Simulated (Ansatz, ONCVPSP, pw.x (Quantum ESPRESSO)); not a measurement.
pw.x on fcc Os: one setting changed

Potential: optimised norm-conserving Vanderbilt (ONCV), ONCVPSP 4.0.1, PBE; core [Kr] 4d10 4f14, reference 5s2 5p6 5d7 6s1; waves: 5s+6s: rc 1.60 bohr, ncon 5, nbas 9, qcut 7.6 1/bohr, 2 projectors; 5p: rc 1.90 bohr, ncon 4, nbas 9, qcut 7.1 1/bohr, 1 projector; 5d: rc 2.05 bohr, ncon 4, nbas 9, qcut 8 1/bohr, 1 projector; local part: polynomial inside 1.40 bohr (lpopt 4, dvloc0 6 Ha); core correction: none.

The reference run (k-mesh 15³, cutoffs 70/280 Ry, Fermi–Dirac 0.01 Ry, mixing_beta 0.4, conv_thr 1e-9, no spin) gives -4.71 GPa at 14.323 Å³/atom, where all-electron LAPW gives 0.41 GPa. This run, with its own iteration cap, changes mixing_ndim to 2.

```
&control
  calculation='scf', prefix='x', pseudo_dir='./', outdir='./tmp', tstress=.true., disk_io='none'
/
&system
  ibrav=0, nat=1, ntyp=1, ecutwfc=70, ecutrho=280, nbnd=16,
  occupations='smearing', smearing='fd', degauss=0.01
/
&electrons
  conv_thr=1e-09, mixing_beta=0.4, electron_maxstep=60, mixing_ndim=2
/
ATOMIC_SPECIES
Os 1.0 Os.UPF
CELL_PARAMETERS angstrom
  0.00000000 1.92753083 1.92753083
  1.92753083 0.00000000 1.92753083
  1.92753083 1.92753083 0.00000000
ATOMIC_POSITIONS crystal
Os 0.0000 0.0000 0.0000
K_POINTS automatic
15 15 15 0 0 0
```

```bash
pw.x < Os.scf.in > Os.scf.out
```

Problem. How does the run end?

Solution. It converges in 9 iterations; the free energy moves by +0.0 meV/atom and the pressure by +0.00 GPa. The result is that of the reference run.

```
Message from routine setup:
     using ibrav=0 with symmetry is DISCOURAGED, use correct ibrav instead
     lattice parameter (alat)  =       5.1513  a.u.
     unit-cell volume          =      96.6564 (a.u.)^3
     number of electrons       =        16.00
     number of Kohn-Sham states=           16
     kinetic-energy cutoff     =      70.0000  Ry
     charge density cutoff     =     280.0000  Ry
     scf convergence threshold =      1.0E-09
     Exchange-correlation= PBE
     number of k points=   120  Fermi-Dirac smearing, width (Ry)=  0.0100
     iteration #  1     ecut=    70.00 Ry     beta= 0.40
     total energy              =    -184.43688290 Ry
     estimated scf accuracy    <       0.12428295 Ry
     iteration #  2     ecut=    70.00 Ry     beta= 0.40
     total energy              =    -184.44455433 Ry
     estimated scf accuracy    <       0.01117944 Ry
     iteration #  3     ecut=    70.00 Ry     beta= 0.40
     total energy              =    -184.44575248 Ry
     estimated scf accuracy    <       0.00090209 Ry
     [... 3 iterations left out ...]
     iteration #  7     ecut=    70.00 Ry     beta= 0.40
     total energy              =    -184.44580414 Ry
     estimated scf accuracy    <       0.00000001 Ry
     iteration #  8     ecut=    70.00 Ry     beta= 0.40
     total energy              =    -184.44580414 Ry
     estimated scf accuracy    <          1.0E-09 Ry
     iteration #  9     ecut=    70.00 Ry     beta= 0.40
     the Fermi energy is    25.2392 ev
!    total energy              =    -184.44580414 Ry
     estimated scf accuracy    <          8.1E-11 Ry
     smearing contrib. (-TS)   =      -0.00327169 Ry
     The total energy is F=E-TS. E is the sum of the following terms:
     one-electron contribution =     -27.92123167 Ry
     hartree contribution      =      23.69903968 Ry
     xc contribution           =     -19.10531479 Ry
     ewald contribution        =    -161.11502568 Ry
     convergence has been achieved in   9 iterations
          total   stress  (Ry/bohr**3)                   (kbar)     P=      -47.10
     Message from routine punch:
     Nothing written, as per user request (disk_io='none')
```

The run took about 23 s on one core of a shared host (Intel(R) Xeon(R) 6975P-C, 192 threads, 756 GiB, load 154).
